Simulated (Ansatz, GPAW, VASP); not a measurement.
# InAs: programs and potentials compared

```
In As
1.0
     0.00000    3.01800    3.01800
     3.01800    0.00000    3.01800
     3.01800    3.01800    0.00000
In As
1 1
Direct
  0.00000 0.00000 0.00000
  0.75000 0.75000 0.75000
```

Alike in all runs: task single point; functional PBEsol; k mesh 8 × 8 × 8; occupations gaussian, width 0.05 eV; no spin polarisation; no spin-orbit coupling. A missing gap at this level doesn't show that the real crystal is a metal. Pressure is positive in compression and, in plane waves, holds the error of the finite cutoff, which Ansatz's Pulay term estimates and takes out.

| program and potentials | plane-wave cutoff (eV) | notes | band gap (eV) | pressure (GPa) |
| --- | --- | --- | --- | --- |
| Ansatz, Ansatz PAW | 420 | potentials made for PBE, which Ansatz adapts in part; 14 valence electrons an atom on average; Pulay term of +0.03 GPa included | no gap | 1.51 |
| VASP, PBE PAW files As, In_d, 520 eV | 520 | potentials made for PBE; 9 valence electrons an atom on average | no gap | 1.60 |
| Ansatz, all-electron LAPW, scalar-relativistic | - | - | no gap | 1.52 |
| GPAW, PAW data sets generated for this functional | 600 | 9 valence electrons an atom on average | no gap | 1.31 |

None finds a gap. The pressure spans 1.31 (GPAW, PAW data sets generated for this functional) to 1.60 GPa (VASP, PBE PAW files As, In_d, 520 eV), with all-electron results at 1.52.

The functional is the same throughout but for its coding, so the spread measures potentials, basis and numerics; runs on potential files found faulty are left out.
